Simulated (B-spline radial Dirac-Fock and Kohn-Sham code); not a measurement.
How the binding energies of Mn¹²⁺ add up

System: the Mn¹²⁺ ion in the configuration [Ne] 3s2 3p1; nuclear rms radius 3.7057 fm (A = 55).

Model: Dirac-Fock (average of configuration) total-energy differences with a finite nucleus, the Breit interaction including its frequency dependence, and self-energy and vacuum-polarisation corrections. Program: a B-spline atomic structure program. Correlation and solid-state effects are left out. Energies are counted from the vacuum level.

All terms are in eV, carry their sign (relaxation lowers the binding energy) and add up to the binding energy; ⟨r⟩ is the mean radius of the orbital in the initial state.

| subshell | −ε (Koopmans) | relaxation | Gaunt | retardation | QED | binding energy | ⟨r⟩ (bohr) |
| --- | --- | --- | --- | --- | --- | --- | --- |
| 1s | 6949.3 | -23.60 | -7.30 | 0.43 | -3.14 | 6915.7 | 0.061 |
| 2s | 1137.3 | -4.07 | -0.51 | 0.02 | -0.31 | 1132.4 | 0.274 |
| 2p1/2 | 1018.8 | -5.36 | -0.92 | 0.10 | 0.05 | 1012.7 | 0.242 |
| 2p3/2 | 1008.0 | -5.23 | -0.64 | 0.10 | 0.02 | ? | 0.245 |
| 3s | 371.6 | -0.31 | -0.10 | 0.01 | -0.06 | 371.1 | 0.734 |
| 3p | 341.5 | -0.28 | -0.13 | 0.03 | 0.01 | 341.1 | 0.734 |

Question: Which binding energy belongs in the row of 2p3/2?

Answer: 1002.2 eV, the sum of the terms in that row (to rounding).

For the deepest level, K (1s), the Breit terms make up -0.099 % of the binding energy, QED -0.045 % and orbital relaxation -0.341 %.

Spin-orbit splittings: 2p 10.42 eV.

Going to the tabulated ground configuration of the next ion removes an electron from M2,3 (3p), computed at 341.1 eV. NIST lists 343.6 ± 0.7 eV as the ionisation energy of this species (semi-empirical), +2.52 eV from the computed value. Where a p, d or f shell is open in either ion the computed value averages over both j values and all terms, while the table refers to the lowest levels; that difference holds spin-orbit splitting (largest in heavy or highly charged ions), term energies where several electrons share open shells, and correlation, and it can reach 10 % or more.
